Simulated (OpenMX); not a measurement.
Runs of OpenMX 3.8.5 on CuO. The structure is cubic, space group F-43m (No. 216). Conventional cell: a = 4.527 Å, b = 4.527 Å, c = 4.527 Å, α = 90.00°, β = 90.00°, γ = 90.00°. Cu (site symmetry -43m) has 4 O at 1.96 Å as nearest neighbours. O (site symmetry -43m) has 4 Cu at 1.96 Å as nearest neighbours. Measurements of this composition are mostly on another form, of space group No. 15.

```tsv
cell	gap on the mesh (eV)	pressure (GPa)
F-43m, 11.6 Å³/atom	none	(a)
F-43m, 13.11 Å³/atom	none	-10.5
F-43m, 12.6 Å³/atom	none	-7.1
F-43m, 13.61 Å³/atom	none	-12.7
F-43m, 12.1 Å³/atom	none	(b)
```

Alike in all rows: task single point; level PBE; potentials or basis OpenMX 2013 PBE set, Cu6.0H-s3p2d2, O6.0-s2p2d1, grid cutoff 500 Ry; no spin polarisation; k mesh 7 × 7 × 7; smearing fermi-dirac 0.05 eV.

Task: Estimate the missing entries.

Result: (a) 2.9; (b) -2.7.

Caveats: the basis of atomic orbitals isn't converged, which shifts pressures, moduli and gaps; an odd number of electrons without spin polarisation forces a metal; a magnetic or distorted state may lie lower; the run has no spin polarisation, though such a crystal can be magnetic; semilocal functionals often make such compounds metallic where correlation or magnetic order opens a gap, which also shifts bond lengths.

A gap of «none» marks a metal or a gap under the smearing width.
